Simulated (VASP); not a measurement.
BAs: single point with PBE

Crystal: BAs.

```
B As
1.0
     0.00000    2.38385    2.38385
     2.38385    0.00000    2.38385
     2.38385    2.38385    0.00000
B As
1 1
Direct
  0.00000 0.00000 0.00000
  0.25000 0.25000 0.25000
```

The cell isn't the ideal one: a relaxed cell with its volume scaled by 0.97.

```json
{"Program": "VASP 6.6.1", "Task": "single point", "Functional": "PBE", "Potentials or basis": "VASP PAW PBE potentials, release 64 (B, As)", "Cutoff": "520 eV", "k mesh": "12 × 12 × 12", "Occupations": "gaussian, width 1 eV", "Spin": "no spin polarisation", "Further INCAR settings": "ALGO = Normal; EDIFF = 1e-07; NBANDS = 11"}
```

```yaml
Pressure: 4.3 GPa
Band_gap_on_the_k_mesh: 1.18 eV, indirect (least direct gap 3.29 eV)
```

Levels at points of the mesh, in eV from the valence-band top:
| k point | band 1 | band 2 | band 3 | band 4 | band 5 | band 6 | band 7 | band 8 | band 9 |
| --- | --- | --- | --- | --- | --- | --- | --- | --- | --- |
| (0.00, 0.00, 0.00) | -15.45 | 0.00 | 0.00 | 0.00 | 3.29 | 3.29 | 3.29 | 4.76 | 9.61 |
| (0.50, 0.00, 0.00) | -12.56 | -8.83 | -1.83 | -1.83 | 2.73 | 4.79 | 4.79 | 8.88 | 12.76 |
| (0.50, 0.50, 0.00) | -11.23 | -8.56 | -4.10 | -4.10 | 1.42 | 1.44 | 11.42 | 11.42 | 12.92 |

It took 20 s on 1 thread of Intel(R) Xeon(R) Platinum 8488C (Sapphire Rapids), with other jobs on the host, peak memory 0.16 GiB.

A k mesh can miss the band edges.
